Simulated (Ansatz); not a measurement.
# SrO: the cost of one run

Code: Ansatz 0.2.0. PAW datasets, plane waves. The cell comes from a prototype generator: it can be a known phase or a hypothetical one. Spin polarisation is off.

## Step 1: The cell

The cell was relaxed beforehand with r2SCAN.

It is hexagonal, P6_3/mmc (No. 194); a = 4.270 Å, c = 5.144 Å in the conventional setting, 20.31 Å³ an atom. Near Sr stand 5 O at 2.47–2.57 Å; near O stand 5 Sr at 2.47–2.57 Å.

As a file:

```cif
data_structure
_symmetry_space_group_name_H-M 'P 1'
_symmetry_Int_Tables_number 1
_cell_length_a 4.2700
_cell_length_b 4.2700
_cell_length_c 5.1445
_cell_angle_alpha 90.000
_cell_angle_beta 90.000
_cell_angle_gamma 120.000
_cell_volume 81.23
loop_
_atom_site_label
_atom_site_type_symbol
_atom_site_fract_x
_atom_site_fract_y
_atom_site_fract_z
_atom_site_occupancy
Sr1 Sr 0.33333 0.66667 0.25000 1
Sr2 Sr 0.66667 0.33333 0.75000 1
O1 O 0.66667 0.33333 0.25000 1
O2 O 0.33333 0.66667 0.75000 1
```

## Step 2: PBE bands along the symmetry lines

input.yaml

```yaml
crystal:
  lattice:
    - [4.2700252752, 0.0, 0.0]
    - [-2.1350126376, 3.6979503631, 0.0]
    - [0.0, 0.0, 5.1444569814]
  atoms:
    - { symbol: Sr, position: [0.3333333333, 0.6666666667, 0.25] }
    - { symbol: Sr, position: [0.6666666667, 0.3333333333, 0.75] }
    - { symbol: O, position: [0.6666666667, 0.3333333333, 0.25] }
    - { symbol: O, position: [0.3333333333, 0.6666666667, 0.75] }
kpoints:
  mp_grid: { grid: [12, 12, 6] }
  band_path:
    path:
      - [[0.0, 0.0, 0.0], [0.5, -3.015032043103e-17, 1.612497335422e-19], [0.3333333333333, 0.3333333333333, 3.224994670819e-19], [0.0, 0.0, 0.0], [-9.593875804908e-47, -1.961783782534e-35, 0.5], [0.5, -3.006712981073e-17, 0.5], [0.3333333333333, 0.3333333333333, 0.5], [-9.593875804908e-47, -1.961783782534e-35, 0.5]]
      - [[0.5, -3.006712981073e-17, 0.5], [0.5, -3.015032043103e-17, 1.612497335422e-19]]
      - [[0.3333333333333, 0.3333333333333, 0.5], [0.3333333333333, 0.3333333333333, 3.224994670819e-19]]
    npoints: 10
hamiltonian:
  xc: pbe
scf:
  occupations: { method: fermi_dirac, width: 0.02 }
  n_extra_bands: 5
output:
  forces: true
  stress: true
  eigenvalues: true
```

Command:

```sh
$ ansatz run input.yaml --threads 2 --pin off --max-ram 2211MiB --backend cpu --events-out ev --progress --plain --runs-dir out
```

Q: Estimate wall time and peak memory on 2 threads of Intel Xeon at 2.70GHz, shared host.

About 6.7 s, with a peak of 0.41 GiB.
